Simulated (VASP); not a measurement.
**C2H2: single point with HSE06+D3(BJ)**

C2H2, in a box:

```
C H
1.0
    12.70486    0.00000    0.00000
     0.00000   13.20486    0.00000
     0.00000    0.00000   13.70486
C H
2 2
Direct
  0.46854 0.52126 0.47238
  0.53216 0.48592 0.52826
  0.41212 0.55261 0.42281
  0.58859 0.45457 0.57780
```

- Program: VASP 6.6.1
- Task: single point
- Functional: HSE06
- Dispersion: D3(BJ)
- Potentials or basis: VASP PAW PBE potentials, release 64 (C, H)
- Cutoff: 400 eV
- k mesh: 1 × 1 × 1
- Occupations: gaussian, width 0.01 eV
- Spin: no spin polarisation

* Largest force: 0.866 eV/Å
* Gap between the frontier levels: 7.76 eV
* Dispersion energy per atom: -0.005 eV

Forces in eV/Å, atoms in the order of the input:
```
C    0.583 -0.333  0.546
C   -0.585  0.326 -0.549
H    0.120 -0.092  0.127
H   -0.118  0.099 -0.125
```

Levels at points of the mesh, in eV from the valence-band top:
```
           k point  band 2  band 3  band 4  band 5  band 6  band 7  band 8  band 9
(0.00, 0.00, 0.00)   -7.51   -5.49    0.00    0.00    7.76    8.15    8.17    8.31
```

It took 69 s on 4 MPI ranks on AMD EPYC 7R13 Processor (Zen 3), on a shared host, peak memory 0.58 GiB a rank.

Caveat: the standard files for N, O and F lose accuracy on very short bonds; the PAW data sets were made with another functional, which shifts forces and pressure a little.
